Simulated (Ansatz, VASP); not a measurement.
## Rh: VASP beside Ansatz

The input INCAR:

```
PREC = Accurate
ENCUT = 520
EDIFF = 1E-7
ISMEAR = -1
SIGMA = 0.05
LREAL = F
LASPH = T
NELM = 80
ALGO = Fast
ISIF = 2
LWAVE = F
LCHARG = T
LELF = T
LVHAR = T
NBANDS = 38
```

Contents of KPOINTS:

```
Automatic mesh
0
Gamma
  11 11 3
```

File POSCAR:

```
Rh
1.0
    2.6917446234      0.0000000000      0.0000000000
   -1.3458723117      2.3311192244      0.0000000000
    0.0000000000      0.0000000000      8.7980701300
Rh
4
Direct
    0.6666666667      0.3333333333      0.7500000000
    0.0000000000      0.0000000000      0.5000000000
    0.3333333333      0.6666666667      0.2500000000
    0.0000000000      0.0000000000      0.0000000000
```

File input.yaml:

```yaml
crystal:
  lattice:
    - [2.6917446234, 0.0, 0.0]
    - [-1.3458723117, 2.3311192244, 0.0]
    - [0.0, 0.0, 8.79807013]
  atoms:
    - { symbol: Rh, position: [0.6666666667, 0.3333333333, 0.75] }
    - { symbol: Rh, position: [0.0, 0.0, 0.5] }
    - { symbol: Rh, position: [0.3333333333, 0.6666666667, 0.25] }
    - { symbol: Rh, position: [0.0, 0.0, 0.0] }
hamiltonian:
  xc: lda
  pseudopotentials: { kind: paw }
kpoints:
  mp_grid: { grid: [11, 11, 3] }
scf:
  occupations: { method: fermi_dirac, width: 0.05 }
output:
  forces: true
  stress: true
  eigenvalues: true
```

This isn't the form of Rh at room conditions, which is fcc.

Alike in both runs: task single point; functional LDA; k mesh 11 × 11 × 3; occupations fermi-dirac, width 0.05 eV; no spin polarisation.

```csv
,VASP,Ansatz
version,VASP 6.6.1,Ansatz 0.2.0
potentials or method,"VASP PAW LDA potentials, release 64 (Rh_pv)",Ansatz PAW
plane-wave cutoff (eV),520,420
valence electrons in the cell,60,68
```

Ansatz gave:

| Property | Result |
| --- | --- |
| gap on the k mesh at the Fermi level (eV) | none |
| pressure (GPa) | -11.6 |
| largest component of the traceless stress (GPa) | 1.13 |

Question: What did VASP give for the same quantities?

Answer: gap on the k mesh at the Fermi level (eV): none; pressure (GPa): -10.8; largest component of the traceless stress (GPa): 1.13.

A gap of «none» marks a metal or a gap that the smearing closes. The two sets of potentials don't hold the same shells in valence.

Caveats: the PAW data sets come from PBE, with cores solved anew for the run's functional, which leaves a small shift of forces and pressure (Ansatz).
